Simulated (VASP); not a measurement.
# Y (P6_3/mmc) in VASP: notebook

The runs below take Y through single point, with PBEsol.

Everything below comes from runs of VASP 6.6.1. Logs are shortened: lines on timing, memory, paths and dates and some standing lists are left out, and cuts for length are marked.

## 1. The structure

It takes space group P6_3/mmc (No. 194, hexagonal). The conventional cell has a = 3.647 Å, b = 3.647 Å, c = 5.731 Å, α = 90.00°, β = 90.00°, γ = 120.00°. Around Y (site symmetry -6m2) lie 12 Y at 3.56 to 3.65 Å.

## 2. Single point, PBEsol

Contents of INCAR:

```
SYSTEM = Y
PREC = Accurate ; ENCUT = 550
EDIFF = 1E-4 ; ISMEAR = -1
SIGMA = 0.15 ; LREAL = .FALSE.
LASPH = .TRUE. ; NELM = 100
ALGO = Normal ; ISIF = 2
LWAVE = .FALSE. ; LCHARG = .FALSE.
GGA = PS ; ADDGRID = .FALSE.
```

Contents of KPOINTS:

```
regular mesh
0
G
  12 12 7
  0 0 0
```

Contents of POSCAR:

```
Y
1.0
    3.6474000000      0.0000000000      0.0000000000
   -1.8237000000      3.1587410578      0.0000000000
    0.0000000000      0.0000000000      5.7306000000
Y
2
Direct
    0.6666666667      0.3333333333      0.7500000000
    0.3333333333      0.6666666667      0.2500000000
```

Potentials or basis: VASP PAW PBE potentials, release 64 (Y_sv).

Started as:

```
$ cat potpaw_PBE.64/Y_sv/POTCAR > POTCAR
$ mpirun -np 1 vasp_std > vasp.out
```

OUTCAR:

```text
SYSTEM = Y
   PREC = Accurate
   ENCUT = 550
   EDIFF = 1E-4
   ISMEAR = -1
   LREAL = .FALSE.
   LASPH = .TRUE.
   NELM = 100
   ISIF = 2
   GGA = PS

 Found     76 irreducible k-points:

 Following reciprocal coordinates:
            Coordinates               Weight
  0.000000  0.000000  0.000000      1.000000
  0.083333  0.000000  0.000000      6.000000
  0.166667  0.000000  0.000000      6.000000
  0.250000  0.000000  0.000000      6.000000
  0.333333  0.000000  0.000000      6.000000
  0.416667  0.000000  0.000000      6.000000
   k-points           NKPTS =     76   k-points in BZ     NKDIM =     76   number of bands    NBANDS=     15
   number of dos      NEDOS =    301   number of ions     NIONS =      2
   total plane-waves  NPLWV =  37632
   dimension x,y,z NGX =    28 NGY =   28 NGZ =   48
   dimension x,y,z NGXF=    56 NGYF=   56 NGZF=   96
   ions per type =               2
   NGX,Y,Z   is equivalent  to a cutoff of  12.76, 12.76, 13.92 a.u.
   NGXF,Y,Z  is equivalent  to a cutoff of  25.52, 25.52, 27.85 a.u.
 SYSTEM =  Y
   PREC   = accura    normal or accurate (medium, high low for compatibility)
   ISTART =      0    job   : 0-new  1-cont  2-samecut
   ICHARG =      2    charge: 1-file 2-atom 10-const
   ISPIN  =      1    spin polarized calculation?
   LNONCOLLINEAR =      F non collinear calculations
   LSORBIT =      F    spin-orbit coupling
   LASPH  =      T    aspherical Exc in radial PAW
   ENCUT  =  550.0 eV  40.42 Ry    6.36 a.u.   6.97  6.97 10.96*2*pi/ulx,y,z
   NELM   =    100;   NELMIN=  2; NELMDL= -5     # of ELM steps
   EDIFF  = 0.1E-03   stopping-criterion for ELM
   LREAL  =      F    real-space projection
   EDIFFG = 0.1E-02   stopping-criterion for IOM
   NSW    =      0    number of steps for IOM
   IBRION =     -1    ionic relax: 0-MD 1-quasi-New 2-CG
   NFREE  =      0    steps in history (QN), initial steepest desc. (CG)
   ISIF   =      2    stress and relaxation
   ISYM   =      2    0-nonsym 1-usesym 2-fastsym
   POTIM  = 0.5000    time-step for ionic-motion
   TEBEG  =    0.0;   TEEND  =   0.0 temperature during run
   PSTRESS=    0.0 pullay stress
   NELECT =      22.0000    total number of electrons
   NUPDOWN=      -1.0000    fix difference up-down
   EMIN   =  10.00;   EMAX   =-10.00  energy-range for DOS
   EFERMI =   0.00;   METHOD = LEGACY
   ISMEAR =    -1;   SIGMA  =   0.15  broadening in eV -4-tet -1-fermi 0-gaus
   EFERMI_NEDOS =   21; number of points for ismear=-14 and -15
   IALGO  =     38    algorithm
   IMIX   =      4    mixing-type and parameters
     AMIX     =   0.40;   BMIX     =  1.00
     AMIX_MAG =   1.60;   BMIX_MAG =  1.00
  volume/ion in A,a.u.               =      33.01       222.77
  Fermi-wavevector in a.u.,A,eV,Ry     =   1.134967  2.144777 17.526345  1.288150
  Thomas-Fermi vector in A             =   2.271671
   LORBIT       =      0    0 simple, 1 ext, 2 COOP (PROOUT), +10 PAW based schemes
   GGA     = PS    functional components
   LHFCALC =     F    Hartree Fock is set to
   AEXX    =    0.0000 exact exchange contribution
   IVDW    =     0    specifies the selected vdW correction
   LEPSILON=     F    determine dielectric tensor
   LRPA    =     F    only Hartree local field effects (RPA)
 non-spin polarized calculation
  energy-cutoff  :      550.00
  volume of cell :       66.02
 maximum number of plane-waves:      1951
 NGX is ok and might be reduce to    28
   NGX = 13   NGY = 13   NGZ = 21

 number of electron      22.0000001 magnetization

 Free energy of the ion-electron system (eV)
  ---------------------------------------------------
  ext. energy  EPLUGINS =         0.00000000
  ---------------------------------------------------
  free energy    TOTEN  =       -13.74972510 eV

  energy without entropy =      -13.49624174  energy(sigma->0) =      -13.62298342

 E-fermi :   2.8623     XC(G=0):  -9.5131

 val. band max:        2.8618118180   @ k =   0.3333   0.0000   0.4286
 cond. band min:       2.8658598898   @ k =   0.2500   0.2500   0.4286
 fundamental gap:      0.0040480718
 Fermi energy:         2.8622634055

 k-point     1 :       0.0000    0.0000    0.0000
  band No.  band energies     occupation
      1     -39.7417      2.00000
      2     -39.6695      2.00000
      3     -20.0392      2.00000
      4     -19.5609      2.00000
      5     -19.5609      2.00000
      6     -19.4725      2.00000
      7     -19.4725      2.00000
      8     -19.4472      2.00000
      9      -1.8336      2.00000
     10       0.9972      1.99999
     11       3.7354      0.00591
     12       4.6029      0.00002
     13       4.6029      0.00002
     14       4.8845      0.00000
     15       5.2010      0.00000

 k-point     2 :       0.0833    0.0000    0.0000
  band No.  band energies     occupation
      1     -39.7383      2.00000
      2     -39.6683      2.00000
      3     -20.0269      2.00000
      4     -19.5858      2.00000
      5     -19.5693      2.00000
      6     -19.4987      2.00000
      7     -19.4757      2.00000
      8     -19.4529      2.00000
      9      -1.6861      2.00000
     10       1.1368      1.99998
     11       3.5854      0.01599
     12       4.2453      0.00020
     13       4.7399      0.00001
     14       5.0280      0.00000
     15       5.1571      0.00000

 k-point     3 :       0.1667    0.0000    0.0000
  band No.  band energies     occupation
      1     -39.7288      2.00000
      2     -39.6651      2.00000
      3     -19.9919      2.00000
      4     -19.6540      2.00000
      5     -19.5918      2.00000
      6     -19.5688      2.00000
      7     -19.4852      2.00000
      8     -19.4702      2.00000
      9      -1.2631      2.00000
     10       1.5098      1.99976
     11       3.2145      0.17437
     12       3.7069      0.00715
     13       4.6627      0.00001
     14       5.0741      0.00000
     15       5.1455      0.00000

 k-point     4 :       0.2500    0.0000    0.0000
  band No.  band energies     occupation
      1     -39.7151      2.00000
      2     -39.6614      2.00000
      3     -19.9389      2.00000
      4     -19.7478      2.00000
      5     -19.6608      2.00000
      6     -19.6212      2.00000
      7     -19.4992      2.00000
      8     -19.4987      2.00000
      9      -0.6239      2.00000
     10       1.9277      1.99607
     11       2.7766      1.27788
     12       3.2386      0.15047
     13       4.3562      0.00009
     14       4.7282      0.00001
     15       4.8447      0.00000

 k-point     5 :       0.3333    0.0000    0.0000
  band No.  band energies     occupation
      1     -39.7004      2.00000
      2     -39.6588      2.00000
      3     -19.8762      2.00000
      4     -19.8417      2.00000
      5     -19.7490      2.00000
      6     -19.6495      2.00000
      7     -19.5367      2.00000
      8     -19.5141      2.00000
      9       0.1264      2.00000
     10       2.0291      1.99229
     11       2.3939      1.91562
     12       2.9817      0.62168
     13       4.4122      0.00007
     14       4.4607      0.00005
     15       4.5656      0.00002

 k-point     6 :       0.4167    0.0000    0.0000
  band No.  band energies     occupation
      1     -39.6880      2.00000
      2     -39.6584      2.00000
      3     -19.9104      2.00000
      4     -19.8176      2.00000
      5     -19.8115      2.00000
      6     -19.6697      2.00000
      7     -19.5773      2.00000
      8     -19.5253      2.00000
      9       0.8227      2.00000
     10       1.8434      1.99776
     11       2.1393      1.98399
     12       2.8279      1.11410
     13       4.2939      0.00014
     14       4.3856      0.00008
     15       4.7447      0.00001

 [... further k-points ...]

------------------------ aborting loop because EDIFF is reached ----------------------------------------

  FORCE on cell =-STRESS in cart. coord.  units (eV):
  Direction    XX          YY          ZZ          XY          YZ          ZX
  --------------------------------------------------------------------------------------
  -------------------------------------------------------------------------------------
  Total       -0.8247875     -0.8247875     -0.8793050      0.0000000      0.0000000      0.0000000
  in kB      -20.0149800    -20.0149800    -21.3379452      0.0000000      0.0000000      0.0000000
  external PRESSURE =     -20.4559684 kB  Pullay stress =       0.0000000 kB

 VOLUME and BASIS-vectors are now :
 -----------------------------------------------------------------------------
  energy-cutoff  :      550.00
  volume of cell :       66.02
      direct lattice vectors                 reciprocal lattice vectors
     3.647400000  0.000000000  0.000000000     0.274167900  0.158290911  0.000000000
    -1.823700000  3.158741058  0.000000000     0.000000000  0.316581822  0.000000000
     0.000000000  0.000000000  5.730600000     0.000000000  0.000000000  0.174501797

 POSITION                                       TOTAL-FORCE (eV/Angst)
 -----------------------------------------------------------------------------------
      1.82370      1.05291      4.29795         0.000000      0.000000      0.000000
     -0.00000      2.10583      1.43265        -0.000000     -0.000000      0.000000
 -----------------------------------------------------------------------------------
    total drift:                               -0.000000      0.000000     -0.000000

  FREE ENERGIE OF THE ION-ELECTRON SYSTEM (eV)
  ---------------------------------------------------
  free  energy   TOTEN  =       -13.7497251010 eV

  energy  without entropy=      -13.4962417373  energy(sigma->0) =      -13.62298342
```

Run time: 49 s. Hardware: 1 thread of Intel Xeon Platinum 8488C (Sapphire Rapids), shared host; peak memory 0.25 GiB.

The run converged, but some of its settings lie outside the range that counts as converged, so its numbers aren't taken as properties of the crystal.

What came out:

* Free energy: -13.7497 eV
* Pressure: -2.0 GPa
* Band gap on the k mesh: none (metal or under the smearing width)

Caveat: the PAW data sets were made with another functional, which shifts forces and pressure a little.

## 3. Single point, PBEsol

Contents of INCAR:

```
SYSTEM = Y
PREC = Accurate ; ENCUT = 450
EDIFF = 1E-6 ; ISMEAR = -1
SIGMA = 0.15 ; LREAL = .FALSE.
LASPH = .TRUE. ; NELM = 100
ALGO = Normal ; ISIF = 2
LWAVE = .FALSE. ; LCHARG = .FALSE.
GGA = PS ; ADDGRID = .FALSE.
```

Contents of KPOINTS:

```
regular mesh
0
G
  14 14 8
  0 0 0
```

POSCAR is that of step 2.

Potentials or basis: VASP PAW PBE potentials, release 64 (Y_sv).

Started as:

```
$ cat potpaw_PBE.64/Y_sv/POTCAR > POTCAR
$ mpirun -np 1 vasp_std > vasp.out
```

Wall time 83 s (1 thread of Intel Xeon Platinum 8488C (Sapphire Rapids), shared host); peak memory 0.25 GiB.

These settings aren't checked as converged: the numbers below hold their error.

Results:

```
Free energy            : -13.7494 eV
Pressure               : -2.0 GPa
Band gap on the k mesh : none (metal or under the smearing width)
```

Caveat: the PAW data sets were made with another functional, which shifts forces and pressure a little.

## 4. For comparison

An earlier run on the cell as given: functional PBE; potentials or basis VASP PAW PBE potentials, release 64 (Y_sv); cutoff 520 eV; k mesh 8 × 8 × 5; occupations fermi-dirac, width 0.05 eV; no spin polarisation.

* Pressure: -0.2 GPa
* Band gap on the k mesh: none (metal or under the smearing width)
